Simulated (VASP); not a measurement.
A run of VASP 6.6.1 is set up as follows.

Contents of INCAR:

```
PREC     = Accurate       # precision mode
ENCUT    = 500            # plane-wave cutoff, eV
EDIFF    = 1E-6           # SCF threshold, eV
ISMEAR   = 0              # smearing method
SIGMA    = 0.02           # smearing width, eV
LREAL    = F              # projectors in reciprocal space
LASPH    = T              # aspherical terms in the spheres
NELM     = 100            # most SCF steps
ALGO     = Normal         # electronic algorithm
ISIF     = 2              # what is computed and relaxed
LWAVE    = F              # write WAVECAR
LCHARG   = F              # write CHGCAR
GGA      = PE             # functional
```

File KPOINTS:

```
Automatic mesh
0
Gamma
  3 3 3
```

POSCAR

```
BaTe
1.0
    0.0000000000      3.4100000000      3.4100000000
    3.4100000000      0.0000000000      3.4100000000
    3.4100000000      3.4100000000      0.0000000000
Ba Te
1 1
Direct
    0.0000000000      0.0000000000      0.0000000000
    0.5000000000      0.5000000000      0.5000000000
```

Potentials or basis: VASP PAW PBE potentials, release 64 (Ba_sv_GW, Te_GW).

Launch:

```sh
$ cat potpaw_PBE.64/Ba_sv_GW/POTCAR potpaw_PBE.64/Te_GW/POTCAR > POTCAR
$ mpirun -np 1 vasp_std > vasp.out
```

Q: What does it give for the band gap on the k mesh?

A: 1.66 eV, indirect (least direct gap 2.01 eV).

Q: Predict the pressure.

A: 4.1 GPa.

Caveat: the k mesh is coarse (spacing up to 0.53 Å⁻¹), so the values aren't converged; spin-orbit coupling is left out, which moves the levels of the heavy elements; an odd mesh through Γ misses points on the zone boundary, where band edges often lie.
